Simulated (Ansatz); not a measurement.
# HfSn2O6: the cost of one run

Program: Ansatz 0.2.0. Level of theory: DFT PBE, scalar-relativistic, plane waves, PAW. These are calculated values, not measurements.

**1. The structure to begin with**

Symmetry: P-3m1, No. 164, trigonal system. Conventional cell: a = 3.944 Å, b = 3.944 Å, c = 9.661 Å, α = 90.00°, β = 90.00°, γ = 120.00°. Hf (site symmetry -3m) has 8 O at 2.42 Å as nearest neighbours. Sn (site symmetry 3m) is surrounded by 8 O at 2.42 Å. O (site symmetry 3m) has 3 Sn at 2.42 Å and 1 Hf at 2.42 Å as nearest neighbours. O (site symmetry 3m) has 3 Hf at 2.42 Å and 1 Sn at 2.42 Å as nearest neighbours. O (site symmetry 3m) is surrounded by 4 Sn at 2.42 Å.

Coordinates:

```
CELL_PARAMETERS angstrom
3.94418 0.00000 0.00000
-1.97209 3.41576 0.00000
0.00000 0.00000 9.66124
ATOMIC_POSITIONS crystal
Hf 0.00000 0.00000 0.50000
Sn 0.66667 0.33333 0.83333
Sn 0.33333 0.66667 0.16667
O 0.00000 0.00000 0.75000
O 0.33333 0.66667 0.41667
O 0.66667 0.33333 0.08333
O 0.66667 0.33333 0.58333
O 0.00000 0.00000 0.25000
O 0.33333 0.66667 0.91667
```

The start is an ordering of an alloy on its end members' structure types: elements ordered on the sites of the HfO2 type, Hf/Sn on Hf (P-3m1, No. 164).

**2. A first look at the guess**

Contents of input.yaml:

```yaml
crystal:
  lattice:
    - [3.9441844, 0.0, 0.0]
    - [-1.9720922, 3.41576389, 0.0]
    - [0.0, 0.0, 9.66123924]
  atoms:
    - { symbol: Hf, position: [0.0, 0.0, 0.5] }
    - { symbol: Sn, position: [0.66666667, 0.33333333, 0.83333333] }
    - { symbol: Sn, position: [0.33333333, 0.66666667, 0.16666667] }
    - { symbol: O, position: [0.0, 0.0, 0.75] }
    - { symbol: O, position: [0.33333333, 0.66666667, 0.41666667] }
    - { symbol: O, position: [0.66666667, 0.33333333, 0.08333333] }
    - { symbol: O, position: [0.66666667, 0.33333333, 0.58333333] }
    - { symbol: O, position: [0.0, 0.0, 0.25] }
    - { symbol: O, position: [0.33333333, 0.66666667, 0.91666667] }
basis:
  ecutwfc: 420
kpoints:
  mp_grid: { grid: [6, 6, 2] }
hamiltonian:
  xc: pbe
scf:
  occupations: { method: gaussian, width: 0.1 }
  lower_state_search: "off"
output:
  forces: true
  stress: true
  eigenvalues: true
```

On the command line:

```
> ansatz run input.yaml --threads 1 --pin off --max-ram 2560MiB --backend cpu --events-out ev --progress --plain --runs-dir out
```

What time and memory should one allow on 1 thread of Intel Xeon at 2.70GHz, shared host?

About 13 s, with a peak of 0.46 GiB.
